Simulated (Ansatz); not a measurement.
Structures of MgS: which is lowest?

Plane-wave DFT in Ansatz with scalar-relativistic PAW potentials, cutoff 420 eV, Γ-centred meshes chosen by cell and gap, Gaussian smearing with energies taken to zero width. Every cell was relaxed (cell and atoms) in a run of its own, within the symmetry of its start. Functional: PBE.

Relaxed structures (starts from databases or built by putting these elements on another compound's sites):
A. P6_3mc, 4 atoms in the computed cell, a = 4.055 Å, c = 6.491 Å; sites (symmetry × multiplicity) Mg 3m. × 2, S 3m. × 2; start: database
B. Fm-3m, 2 atoms in the computed cell, a = 5.230 Å; sites (symmetry × multiplicity) Mg m-3m × 4, S m-3m × 4; start: database
C. F-43m, 2 atoms in the computed cell, a = 5.697 Å; sites (symmetry × multiplicity) Mg -43m × 4, S -43m × 4; start: database

Problem. Rank them by energy. Could pressure change the order?

Solution.
| structure | group | E − E(lowest) (meV/atom) | V (Å³/atom) | gap on mesh (eV) |
| --- | --- | --- | --- | --- |
| B | Fm-3m | 0.0 | 17.88 | 2.76 |
| A | P6_3mc | 5.3 | 23.10 | 3.38 |
| C | F-43m | 14.0 | 23.12 | 3.37 |

B is lowest, 5 meV/atom under A. The lowest is also the densest of these, so pressure wouldn't bring one of the others in at first order. Other structures may lie lower than all of these, and vibrations aren't counted.